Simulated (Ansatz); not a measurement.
All numbers below come from DFT PBE, scalar-relativistic, plane waves, PAW (Ansatz). All cells share a 420 eV cutoff and Γ-centred k meshes spaced at most about 0.3 Å⁻¹ (about 0.25 or finer for metals, 2π included). No spin polarisation.

These are static total energies at zero pressure.

Two relaxed structures of Zn3H:

1.

```xyz
4
Lattice="3.7898 0.0000 0.0000 0.0000 3.7898 0.0000 0.0000 0.0000 3.7898" Properties=species:S:1:pos:R:3 pbc="T T T"
Zn    0.0000    1.8949    1.8949
Zn    1.8949    0.0000    1.8949
Zn    1.8949    1.8949    0.0000
H     0.0000    0.0000    0.0000
```

2.

```xyz
8
Lattice="4.7496 0.0000 0.0000 0.0000 4.7496 0.0000 0.0000 0.0000 4.7496" Properties=species:S:1:pos:R:3 pbc="T T T"
Zn    0.0000    2.3748    1.1874
Zn    0.0000    2.3748    3.5622
Zn    1.1874    0.0000    2.3748
Zn    3.5622    0.0000    2.3748
Zn    2.3748    3.5622    0.0000
Zn    2.3748    1.1874    0.0000
H     0.0000    0.0000    0.0000
H     2.3748    2.3748    2.3748
```

Question: Which is lower in energy, and by how much?

Answer: Cell 2 is lower, by 45 meV/atom. Cell 1 has the Cu3Au (L1_2) type, space group Pm-3m (No. 221), 13.6 Å³/atom and no gap on its mesh; cell 2 has the A15 type, space group Pm-3n (No. 223), 13.4 Å³/atom and no gap. Even the lower one lies +0.44 eV/atom against the reference forms of the elements (uncorrected), so neither is stable at this level. In cell 1, Zn is surrounded by 4 H at 2.68 Å and 8 Zn at 2.68 Å; H is surrounded by 12 Zn at 2.68 Å (long contacts). In cell 2, Zn is surrounded by 2 Zn at 2.37 Å, 4 H at 2.66 Å and 8 Zn at 2.91 Å; around H lie 12 Zn at 2.66 Å (long contacts). Both come from invented guesses.

With hydrogen, zero-point motion can shift such differences by 10 meV/atom or more. Cells relaxed within their symmetry can be saddle points.
